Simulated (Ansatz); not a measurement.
## K in Ansatz: convergence with k mesh

Crystal: K.

```
K
1.0
     4.31044    0.00000    0.00000
     0.00000    4.31044    0.00000
     0.00000    0.00000    4.31044
K
1
Direct
  0.00000 0.00000 0.00000
```

This isn't the form of K at room conditions, which is bcc.

| Quantity | Value |
| --- | --- |
| Program | Ansatz 0.2.0 |
| Task | convergence study |
| Functional | r2SCAN |
| Potentials or basis | Ansatz PAW |
| Cutoff | 500 eV (not typed: the program's choice for these potentials) |
| k mesh | 2 × 2 × 2 |
| Occupations | gaussian, width 0.1 eV |
| Spin | no spin polarisation |

These are the settings of the first run; the series varies k mesh, with any setting tied to it.

Hardware: 2 threads of Arm Neoverse V1, on a shared host.

The values tried are 2 × 2 × 2, 3 × 3 × 3, 4 × 4 × 4, 5 × 5 × 5, 6 × 6 × 6, 7 × 7 × 7, 9 × 9 × 9, 10 × 10 × 10, loosest first. From which on does the pressure stay within 0.1 GPa of the tightest run that finished?

From 3 × 3 × 3 on.

| k mesh | energy less the tightest run, at zero smearing (meV/atom) | pressure (GPa) | SCF cycles | CPU time (s) | peak memory (GiB) |
| --- | --- | --- | --- | --- | --- |
| 2 × 2 × 2 | 328.28 | 0.33 | 7 | 1.6 | 0.39 |
| 3 × 3 × 3 | 78.18 | 0.04 | 6 | 1.5 | 0.39 |
| 4 × 4 × 4 | -8.55 | -0.01 | 6 | 2 | 0.39 |
| 5 × 5 × 5 | 17.38 | 0.01 | 6 | 2 | 0.39 |
| 6 × 6 × 6 | 10.24 | -0.02 | 6 | 2.7 | 0.41 |
| 7 × 7 × 7 | -2.31 | -0.01 | 6 | 2.8 | 0.41 |
| 9 × 9 × 9 | 2.02 | -0.01 | 6 | 3.9 | 0.43 |
| 10 × 10 × 10 | 0.00 | -0.02 | 6 | 5.5 | 0.46 |

Not settled before the last step: the energy (to 1 meV/atom). Meshes of other sizes hit other points, so gaps and Fermi surfaces needn't settle smoothly. The tightest run that finished is the yardstick and may itself not be fully converged.

Caveat, for the tightest run too: the PAW data sets come from PBE, with cores solved anew for the run's functional, which leaves a small shift of forces and pressure.
